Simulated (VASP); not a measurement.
Computed with r2SCAN meta-GGA, VASP's PBE PAW potentials (set 64) (plane waves; VASP).

Gaps are without spin-orbit coupling.

The volume per atom is 14.97 Å³/atom, the band gap (over mesh and band path) is 3.66 eV and the smallest direct gap (over mesh and band path) comes out as 3.92 eV.

Which relaxed crystal gives these values?
A. CaCu2S2, P-3m1 (164)
B. BaF2, Fm-3m (225)
C. InAs, P6_3mc (186)
D. BaZrO3, Pm-3m (221)

D, BaZrO3, Pm-3m (221)
